How heavily should silicon be doped if it is to turn a temperature difference into a voltage while hot? At room temperature light doping gives the most voltage per kelvin. The calculated values show that this advice fails at higher temperature, where a lightly doped crystal may deliver almost nothing. The reason is a competition between electrons and holes, and it leads to a simple rule for the doping, provided that the right band gap is put into it.

Seebeck coefficient and conductivity mass of doped silicon (diamond type, a = 5.434 Å), computed with Ansatz 0.2.0 (PBEsol, PAW, scalar-relativistic, 420 eV cutoff, 12×12×12 k mesh) for rigid bands and a constant relaxation time. Doping is positive for holes and negative for electrons. The mass is ne²τ/σ, with n/a where both carriers count.

```csv
temperature (K),doping (1e18 cm^-3),Seebeck xx (microV/K),conductivity mass 1 (m_e)
300,-1,-504,0.283
300,-10,-309,0.284
300,-100,-134,0.300
300,-1000,-47.2,0.362
300,1,516,0.319
300,10,319,0.320
300,100,139,0.327
300,1000,35.6,0.377
600,-1,-236,n/a
600,-10,-398,n/a
600,-100,-223,0.323
600,-1000,-89.2,0.361
600,1,199,n/a
600,10,392,n/a
600,100,216,0.341
600,1000,70.1,0.382
900,-1,-41.6,n/a
900,-10,-203,n/a
900,-100,-276,0.334
900,-1000,-125,0.362
900,1,1.4,n/a
900,10,168,n/a
900,100,258,0.350
900,1000,101,0.390
```

**One kind of carrier**

The Seebeck coefficient $S$ is the voltage per kelvin, negative when electrons dominate and positive when holes do. At 300 K its size falls at every step of doping, for both signs. The first tenfold increase costs 195 µV/K for electrons and 197 µV/K for holes. A loss that depends on the factor and hardly on the kind of carrier points to a logarithm.

The logarithm is that of an ideal gas. In a monatomic gas, each atom has more entropy when more quantum states are open to it, and compressing the gas takes entropy away. Dilute carriers in a band behave in the same way, with doping in the place of compression. The likeness ends when the carriers are so dense that the Pauli principle matters, and it has no counterpart for a second carrier of opposite charge.

The formula takes two steps. $S$ is the average energy of the carriers that conduct, measured from the chemical potential and divided by charge times temperature. In a parabolic band with a constant relaxation time, dilute carriers conduct at an average of $\tfrac52 kT$ above the band edge, while the chemical potential lies $kT\ln(N/n)$ outside the band. Hence

$$|S| = \frac{k}{e}\left(\frac52+\ln\frac{N}{n}\right),\qquad \frac{k}{e}=86.2\ \text{µV/K}.$$

Here $n$ is the carrier density and $N$ the effective density of states, which counts the states within thermal reach and grows as $T^{3/2}$. Ten times more carriers lower $|S|$ by $(k/e)\ln 10$, or 198 µV/K. This is the Pisarenko relation, and the first decade at 300 K follows it closely.

At higher doping the steps shrink, because the chemical potential enters the band and most carriers are locked into filled states. Only those within about $kT$ of the Fermi level still carry entropy, so $|S|$ becomes small and roughly proportional to temperature. At $10^{21}$ cm⁻³, heating from 300 to 900 K multiplies it by 2.6 for electrons and 2.8 for holes, close to the factor of three in temperature.

**Two kinds of carrier**

By this logic heating should raise $|S|$ at low doping too, since $N$ grows. Instead, $10^{18}$ electrons per cm³ give −504 µV/K at 300 K but only −236 at 600 K. The missing piece is the pairs of electrons and holes that heat creates across the gap. Both carriers drift towards the cold end, but their voltages have opposite signs, and each counts in proportion to its share of the conductivity.

The two-carrier model has one $N$ for electrons and one for holes, both fixed by the 300 K rows with $10^{18}$ carriers per cm³. The conductivity masses of the same two rows set the weights, and the gap is the calculation's own, 0.464 eV. Every other row then serves as a test.

The row at 600 K with $10^{18}$ electrons per cm³, which took no part in fixing the constants, shows how it works. Densities are in units of $10^{18}$ cm⁻³.

1. The values of $N$ at 300 K, 28.5 for electrons and 32.7 for holes, grow by $2^{3/2}=2.83$ to 80.5 and 92.5.
2. With $kT=0.0517$ eV, the density of thermal pairs in the undoped crystal is $n_i=\sqrt{80.5\times92.5}\;e^{-0.464/(2\times0.0517)}\approx0.97$.
3. Charge neutrality, $n-p=1$, together with $np=n_i^2$ gives $n=0.5+\sqrt{0.25+0.97^2}\approx1.59$ electrons and $p\approx0.59$ holes.
4. The formula gives −554 µV/K for the electrons alone and +651 for the holes alone.
5. The conductivities stand as $1.59/0.283$ to $0.59/0.319$, so electrons carry a share of 0.752 and holes 0.248.

$$S\approx-0.752\times554+0.248\times651\approx-255\ \text{µV/K}.$$

The full calculation gives −236, so the estimate is 8 % too large in size. Being more dilute, each hole carries more entropy than an electron does. This slightly more than makes up for its higher mass, and it counts with the wrong sign.

This explains the maximum in $|S|$. At low doping thermal pairs spoil the voltage, and at high doping the falling entropy of each carrier does. The maximum moves from $10^{19}$ cm⁻³ at 600 K to $10^{20}$ at 900 K because the model's density of thermal pairs rises about eightfold between them. The entries "n/a" for the conductivity mass belong here as well: they mark rows in which both carriers count, so that a single mass has no meaning.

**The row that almost vanishes**

At 900 K, $10^{18}$ holes per cm³ give only 1.4 µV/K, while the same density of electrons gives −41.6. In the model the hole-doped crystal holds 88 electrons for every 100 holes. Electrons have the lower conductivity mass, 0.283 against 0.319 at 300 K, and in the model this almost exactly makes up for their smaller number, so that the two voltages cancel. In the full calculation lightness probably does only part of the work. At 900 K and $10^{20}$ cm⁻³ the two masses lie closer together, 0.334 and 0.350, and the rest is expected to come from a larger voltage per electron than the model allows.

In the electron-doped crystal the lighter carrier is also the more numerous one, so a clear negative value survives. The 1.4 itself should be read as zero, because a slight change in the gap or the masses could reverse its sign. That the model finds 2.0 there is no proof of such accuracy, since it misses other rows with many thermal pairs by 5 to 19 µV/K.

**Where parabolic bands fail**

The model mostly serves holes better than electrons, as the printed output after this text shows. A clear exception is $10^{19}$ carriers per cm³ at 900 K, where it misses by 18 µV/K for holes and 12 for electrons. Apart from the row that almost vanishes, its worst failure in relative terms is $10^{21}$ electrons per cm³ at 300 K, where the calculated $|S|$ lies 45 % above the model. A parabolic band would have to be filled to about 0.34 eV to hold so many electrons. Silicon's lowest conduction band does not stay parabolic that far.

The likely reason is a known feature of the bands. On the k mesh the lowest conduction state lies at 0.83 of the way from the zone centre to the point X, and at X a second conduction band meets the first, roughly 0.1 eV higher (a recalled value). The second band does not itself add states, since near X it essentially continues the parabola of the neighbouring valley, which the model already counts. Away from the line to X, however, the two bands are expected to mix, which pushes the lower one down and flattens it. The extra states won in this way let the same electrons spread out, which lowers the Fermi level and raises the entropy of each. The electron mass, which would be constant in a parabolic band, rises by 28 % between $10^{18}$ and $10^{21}$ cm⁻³ at 300 K. This shows that the band changes shape, though not that mixing with the second band is the cause. The run itself gave no warning about its bands. The data makers' tests on other systems, however, show that a crossing between the sampled k points may be missed, so the size of the effect should be checked on a denser mesh.

Heat can lift electrons into the same region without heavy filling. This would explain why the 900 K value at $10^{20}$ electrons per cm³, −276 µV/K, is also larger in size than the model's −248. More states would also mean more thermal pairs. Together with electron and hole masses that lie closer when hot, this is expected to account for much of the model's overestimate of $|S|$ in the six rows with a large minority of carriers. No separate test of this link was made.

For holes the parabolic formula works even though the valence bands are strongly warped. Without spin-orbit coupling, their energies near the top grow as the square of the wave vector in every direction, only at different rates, and that is enough for the same power laws. Real silicon has a spin-orbit splitting of roughly 0.04 eV, comparable to $kT$, which disturbs this simplicity. The close agreement at $10^{21}$ holes per cm³ may also hide errors that cancel, since the hole mass has risen by 18 % there.

**Choosing the doping**

The densities at the maxima must not be copied into a process. PBEsol gives less than half of silicon's real gap, which is roughly 1.1 eV, and thermal pairs depend on the gap exponentially. The PAW datasets were also made for PBE rather than PBEsol, which may shift the calculated gap slightly. With 1.1 eV in the model, $10^{18}$ electrons per cm³ at 900 K give about −620 µV/K instead of −46, and the maxima vanish from this range of doping. The real gap also narrows on heating, so the true loss at 900 K can be several times greater than this fixed gap suggests, and a maximum is then expected to return near the lightest doping of the table. The calculation leaves out phonon drag, and its constant relaxation time ignores how scattering depends on energy, so the sizes of $S$ are not those of a real crystal either.

What carries over is the condition behind the maxima. The ratio of minority to majority carriers is $(n_i/n)^2$, so a doping of ten times $n_i$ leaves about one minority carrier in a hundred. At 600 K this is where the table has its maximum, and at 900 K the maximum again lies about ten times above $n_i$, as closely as steps of a decade can tell. Between these steps the peak is expected nearer five times $n_i$, and it should be broad. For the largest voltage per kelvin, therefore, take $n_i$ at the hottest working temperature from the gap measured there, and dope to some five to ten times that density. Electric power is another matter, since it also needs conductivity and so favours heavier doping.

The analysis program printed:

```
Seebeck coefficient in microV/K:
  row  calculated  fall of size per decade (0 in first row)  one-carrier model  two-carrier model  model less calculated  minority per 100 majority carriers  model with gap 1.1 eV
  300        -504                                         0             -504.3             -504.2                -0.2397                            0.001494                 -504.3
  300        -309                                       195             -308.2             -308.2                 0.7805                           1.494e-05                 -308.2
  300        -134                                       175             -130.8             -130.8                  3.167                           1.494e-07                 -130.8
  300       -47.2                                      86.8              -32.6              -32.6                   14.6                           1.494e-09                  -32.6
  300         516                                         0              516.2              516.2                  0.198                            0.001494                  516.2
  300         319                                       197              319.9              319.9                   0.88                           1.494e-05                  319.9
  300         139                                       180              140.1              140.1                  1.067                           1.494e-07                  140.1
  300        35.6                                     103.4              35.73              35.73                 0.1272                           1.494e-09                  35.73
  600        -236                                         0             -593.7             -254.7                 -18.74                               37.21                 -593.7
  600        -398                                      -162             -396.1             -385.5                  12.51                              0.9261                 -396.1
  600        -223                                       175             -205.8             -205.7                  17.31                            0.009434                 -205.8
  600       -89.2                                     133.8             -64.04             -64.04                  25.16                           9.435e-05                 -64.04
  600         199                                         0              605.7              209.8                  10.75                               37.21                  605.7
  600         392                                      -193                408              394.7                  2.743                              0.9261                    408
  600         216                                       176              216.7              216.5                 0.5287                            0.009434                  216.7
  600        70.1                                     145.9              69.93              69.93                -0.1726                           9.435e-05                  69.93
  900       -41.6                                         0             -646.1             -46.36                 -4.758                               88.21                 -620.3
  900        -203                                    -161.4             -448.1             -214.6                 -11.64                               30.57                 -447.8
  900        -276                                       -73             -254.2             -248.4                  27.61                              0.6262                 -254.2
  900        -125                                       151              -91.9             -91.84                  33.16                            0.006341                  -91.9
  900         1.4                                         0              658.1              1.976                 0.5759                               88.21                  625.8
  900         168                                    -166.6                460              185.9                  17.94                               30.57                  459.7
  900         258                                       -90              265.5              258.3                 0.3421                              0.6262                  265.5
  900         101                                       157              99.53              99.45                 -1.549                            0.006341                  99.53
dilute-limit fall per decade of doping in microV/K: 198.4
effective density of states of electrons at 300 K in 1e18 per cm3: 28.47
effective density of states of holes at 300 K in 1e18 per cm3: 32.72
model intrinsic density at 600 K in 1e18 per cm3: 0.9714
model intrinsic density at 900 K in 1e18 per cm3: 7.963
ratio of S at 900 K to 300 K for 1e21 electrons: 2.648
ratio of S at 900 K to 300 K for 1e21 holes: 2.837
rms miss of two-carrier model in p-type rows without the anchor in microV/K: 6.396
rms miss of two-carrier model in n-type rows without the anchor in microV/K: 18.3
excess of calculated S over model for 1e21 electrons at 300 K in percent: 44.79
rise of electron mass from 1e18 to 1e21 at 300 K in percent: 27.92
rise of hole mass from 1e18 to 1e21 at 300 K in percent: 18.18
parabolic Fermi energy of 1e21 electrons in eV: 0.3353
```
